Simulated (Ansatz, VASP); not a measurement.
**OH2: VASP beside Ansatz**

File INCAR:

```
  PREC = Accurate
  ENCUT = 520
  EDIFF = 1E-7
  ISMEAR = 0
  SIGMA = 0.1
  LREAL = F
  LASPH = T
  NELM = 100
  ALGO = Normal
  ISIF = 2
  LWAVE = F
  LCHARG = F
  LDIPOL = T
  IDIPOL = 3
  DIPOL = 0.5 0.5 0.562
  GGA = PE
  IVDW = 12
  NBANDS = 11
```

File KPOINTS:

```
regular mesh
0
Gamma
  2 3 1
```

Contents of POSCAR:

```
H2O
1.0
    9.2964173513      0.0000000000      0.0000000000
    0.0000000000      6.5735597498      0.0000000000
    0.0000000000      0.0000000000     23.2544086756
O H
1 2
Direct
    0.9447813262     -0.1696174148      0.5750595155
    0.9687295852     -0.2925691572      0.5532582359
    0.8561736594     -0.1235372913      0.5562828799
```

Input for Ansatz:

```yaml
crystal:
  lattice:
    - [9.2964173513, 0.0, 0.0]
    - [0.0, 6.5735597498, 0.0]
    - [0.0, 0.0, 23.2544086756]
  atoms:
    - { symbol: O, position: [0.9447813262, -0.1696174148, 0.5750595155] }
    - { symbol: H, position: [0.9687295852, -0.2925691572, 0.5532582359] }
    - { symbol: H, position: [0.8561736594, -0.1235372913, 0.5562828799] }
basis:
  ecutwfc: 420
kpoints:
  mp_grid: { grid: [2, 3, 1] }
hamiltonian:
  xc: pbe
  dispersion: d3bj
scf:
  occupations: { method: gaussian, width: 0.1 }
output:
  forces: true
  eigenvalues: true
  write_density: true
  volumetric_format: npy
efield:
  axis: 3
  dipole_correction: true
  ramp_width: 0.04
```

Alike in both runs: task single point; functional PBE; dispersion D3(BJ); k mesh 2 × 3 × 1; occupations gaussian, width 0.1 eV; no spin polarisation.

```csv
,VASP,Ansatz
version,VASP 6.6.1,Ansatz 0.2.0
potentials or method,"VASP PAW PBE potentials, release 64 (O, H)","scalar-relativistic, plane waves, PAW"
plane-wave cutoff (eV),520,420
valence electrons in the cell,8,8
```

VASP gave:

```
gap on the k mesh at the Fermi level (eV) : 5.88
least direct gap on the mesh (eV)         : 5.88
rms of the force components (eV/Å)        : 0.269
```

Question: Estimate Ansatz's values.

Answer: gap on the k mesh at the Fermi level (eV): 5.89; least direct gap on the mesh (eV): 5.89; rms of the force components (eV/Å): 0.320.

Atom by atom the forces differ by 0.063 eV/Å (rms over components).

Expect the measured gap to be larger: semilocal functionals such as PBE lack the derivative discontinuity.
